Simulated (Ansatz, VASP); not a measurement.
# HfC: 3 runs at one level of theory

```xyz
2
Lattice="0.0000 2.3250 2.3250 2.3250 0.0000 2.3250 2.3250 2.3250 0.0000" Properties=species:S:1:pos:R:3 pbc="T T T"
Hf    2.3250    2.3250    2.3250
C     0.0000    0.0000    0.0000
```

Alike in all runs: task band structure; functional PBEsol; k mesh 7 × 7 × 7; occupations fermi-dirac, width 0.05 eV; spin-orbit coupling, no magnetisation; with spin-orbit coupling. Pressure is positive in compression and, in plane waves, holds the error of the finite cutoff, which Ansatz's Pulay term estimates and takes out.

```
                         program and potentials  plane-wave cutoff (eV)                                                                                                                            notes  pressure (GPa)
                             Ansatz, Ansatz PAW                     420  potentials made for PBE, which Ansatz adapts in part; 15 valence electrons an atom on average; Pulay term of +0.24 GPa included           -7.16
Ansatz, all-electron LAPW, relativistic spinors                       -                                                                                                                                -           -7.09
           VASP, PBE PAW files C, Hf_pv, 520 eV                     520                                                                  potentials made for PBE; 7 valence electrons an atom on average           -7.11
```

The pressure spans -7.16 (Ansatz, Ansatz PAW) to -7.09 GPa (Ansatz, all-electron LAPW, relativistic spinors), with all-electron results at -7.09.

The functional is the same throughout but for its coding, so the spread measures potentials, basis and numerics; runs on potential files found faulty are left out.
